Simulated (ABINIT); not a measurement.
The system is HfC.

```
Hf C
1.0
     2.43943    0.00000    0.00000
     0.00000    4.69500    0.00000
     0.00000    0.00000    2.56227
Hf C
1 1
Direct
  0.00000 0.00000 0.00000
  0.00000 0.50000 0.75000
```

The cell was built by a generator and needn't be a form met in nature.

* Program: ABINIT 10.8.3 (patched build)
* Task: single point
* Functional: PBE
* Potentials or basis: JTH PAW PBE v2.0
* Cutoff: 517 eV
* k mesh: 11 × 6 × 10
* Occupations: fermi-dirac, width 0.05 eV
* Spin: no spin polarisation

On this cell: pressure 11.0 GPa; largest force 0.131 eV/Å; band gap on the k mesh none (metal or under the smearing width).

The same run follows on a disturbed copy (atoms moved at random, drawn with an rms of 0.05 Å):

```xyz
2
Lattice="2.4394 0.0000 0.0000 0.0000 4.6950 0.0000 0.0000 0.0000 2.5623" Properties=species:S:1:pos:R:3 pbc="T T T"
Hf   -0.0254   -0.0089    0.0611
C    -0.0463    2.3660    1.9303
```

**Question.** What changes?

**Answer.** The energy (extrapolated to zero smearing) moves by -2.2 meV/atom; pressure 10.4 GPa; largest force 0.068 eV/Å; band gap on the k mesh none (metal or under the smearing width).

Forces in eV/Å, atoms in the order of the input:
```
Hf   0.006  0.040  0.055
C   -0.006 -0.040 -0.055
```

Stress tensor (GPa, compression positive):
```
 56.36   0.05   0.22
  0.05 -51.53   0.35
  0.22   0.35  26.27
```

Caveats: the atomic spheres overlap.
